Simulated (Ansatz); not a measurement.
Density of states of Mn3Sn (P6_3/mmc, a = 5.366 Å, b = 5.366 Å, c = 4.247 Å, α = 90.00°, β = 90.00°, γ = 120.00°), in states per eV and primitive cell, averaged over bins of 0.4 eV. The calculation used Ansatz, DFT PBEsol, scalar-relativistic, plane waves, PAW.

Cutoff 420 eV; k points 12×12×8 on the computed 8-atom cell (Γ-centred); Gaussian smearing, width 0.10 eV; collinear spin from starting moments 1.76 1.76 1.76 1.76 1.76 1.76 0 0 μB.

The cell is relaxed at this level. The states (both spins) are summed by tetrahedra on a 18×18×12 mesh at the self-consistent density. Energies are bin centres; the table starts no lower than −8 eV and ends at 6 eV, or lower where the solved bands end.

It is a metal at this level.

```csv
E − E_F (eV),total,Mn 3d up,Mn 3d down,Sn 5p down,Sn 5p up,Mn 4s up,Mn 4s down,Sn 5s down
-7.85,0.86,0.10,0.10,0.03,0.01,0.01,0.03,0.37
-7.45,0.12,0.00,0.03,0.00,0.00,0.00,0.00,0.08
-7.05,0.00,0.00,0.00,0.00,0.00,0.00,0.00,0.00
-6.65,0.11,0.01,0.00,0.00,0.04,0.05,0.00,0.00
-6.25,0.42,0.03,0.01,0.06,0.11,0.11,0.06,0.00
-5.85,1.79,0.25,0.04,0.18,0.62,0.41,0.16,0.02
-5.45,2.46,0.30,0.19,0.64,0.50,0.25,0.39,0.09
-5.05,2.84,0.67,0.19,0.48,0.75,0.33,0.23,0.06
-4.65,2.86,0.52,0.42,0.78,0.45,0.19,0.31,0.09
-4.25,3.24,1.23,0.34,0.50,0.53,0.27,0.19,0.06
-3.85,5.11,2.88,0.35,0.41,0.67,0.43,0.16,0.05
-3.45,7.07,3.66,0.83,0.68,0.96,0.36,0.35,0.07
-3.05,5.75,2.56,1.26,0.75,0.54,0.15,0.33,0.02
-2.65,10.05,4.24,3.63,0.99,0.21,0.20,0.52,0.01
-2.25,11.11,6.89,2.27,0.89,0.40,0.13,0.17,0.01
-1.85,9.26,5.75,2.55,0.26,0.26,0.05,0.17,0.01
-1.45,13.41,6.00,5.96,0.37,0.33,0.08,0.19,0.03
-1.05,7.17,2.58,3.99,0.20,0.09,0.03,0.07,0.00
-0.65,15.74,8.88,5.78,0.32,0.15,0.12,0.07,0.01
-0.25,16.07,11.02,3.77,0.25,0.22,0.25,0.05,0.01
0.15,5.51,2.54,2.39,0.11,0.12,0.15,0.01,0.00
0.55,5.89,3.17,2.08,0.06,0.15,0.12,0.06,0.01
0.95,9.01,3.29,5.13,0.07,0.14,0.05,0.08,0.01
1.35,12.28,2.16,8.97,0.11,0.39,0.09,0.14,0.06
1.75,12.51,1.50,9.40,0.14,0.56,0.13,0.24,0.07
2.15,6.10,0.85,4.05,0.09,0.54,0.13,0.09,0.02
2.55,4.24,0.52,2.51,0.22,0.46,0.12,0.07,0.04
2.95,4.06,0.34,2.21,0.48,0.41,0.11,0.12,0.10
3.35,2.81,0.20,1.26,0.47,0.28,0.09,0.13,0.13
3.75,2.44,0.21,0.72,0.40,0.24,0.26,0.13,0.10
4.15,2.33,0.22,0.41,0.31,0.29,0.38,0.12,0.07
4.55,2.30,0.21,0.34,0.20,0.44,0.27,0.28,0.12
4.95,2.20,0.12,0.36,0.27,0.29,0.21,0.34,0.16
5.35,2.15,0.12,0.31,0.35,0.25,0.36,0.24,0.11
5.75,2.51,0.16,0.23,0.30,0.23,0.70,0.25,0.08
```

The columns after the total are the main Löwdin projections on the occupied valence shells of the potentials; 3 others are left out. The rest of the total lies in those, in shells that are empty in the free atom, which aren't projected, and between the atoms.

The run saw a state lower than the one given here. Only parallel moments were tried here.

Only this magnetic start was tried.